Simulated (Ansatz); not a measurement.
Here is the system:

MgF2:
```
MgF2
1.0
    4.64029     0.00000     0.00000
    0.00000     4.64029     0.00000
    0.00000     0.00000     3.05494
Mg F
2 4
Direct
  0.50000   0.50000   0.50000
  0.00000   0.00000   0.00000
  0.69658   0.69658   0.00000
  0.30342   0.30342   0.00000
  0.80342   0.19658   0.50000
  0.19658   0.80342   0.50000
```

This is the HSE06-relaxed structure.

Problem. All from DFT-HSE06 in the program Ansatz with PAW potentials, unless another level is named. Give the band gap.

Solution. 9.40 eV (direct).

Problem. Give the valence-band maximum.

Solution. at Γ.

Space group P4_2/mnm (rutile). The cell was relaxed with HSE06 under the symmetry of its start. The hybrid was solved on a coarse mesh, the path and, where they were found, the r²SCAN edge points; its band edges are the extreme levels among these.

Potentials: the later of the program's two PAW sets.
